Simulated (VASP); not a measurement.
Input of a VASP 6.6.1 run:

File INCAR:

```
PREC = Accurate ; ENCUT = 520
EDIFF = 1E-7 ; ISMEAR = 0
SIGMA = 0.1 ; LREAL = F
LASPH = T ; NELM = 60
ALGO = Normal ; ISIF = 2
LWAVE = F ; LCHARG = F
GGA = PE ; NBANDS = 11
```

The input KPOINTS:

```
Automatic mesh
0
Gamma
  20 20 20
```

Contents of POSCAR:

```
Ni                                      
1.0
   -0.0000000000      1.8068773185      1.8068773185
    1.8068773185      0.0000000000      1.8068773185
    1.8068773185      1.8068773185      0.0000000000
  Ni            
     1
Direct
     0.0000000000000000    0.0000000000000000    0.0000000000000000
```

Potentials or basis: VASP PAW PBE potentials, release 64 (Ni).

Run with:

```sh
$ cat potpaw_PBE.64/Ni/POTCAR > POTCAR
$ mpirun -np 1 vasp_std > vasp.out
```

Question: Predict the band gap on the k mesh.

Answer: None (metal or under the smearing width).

Question: Predict the pressure.

Answer: -13.9 GPa.

Caveat: the run has no spin polarisation, though such a crystal can be magnetic. Spin polarisation is off, so any magnetic state and its effect on volume and gap are missing.
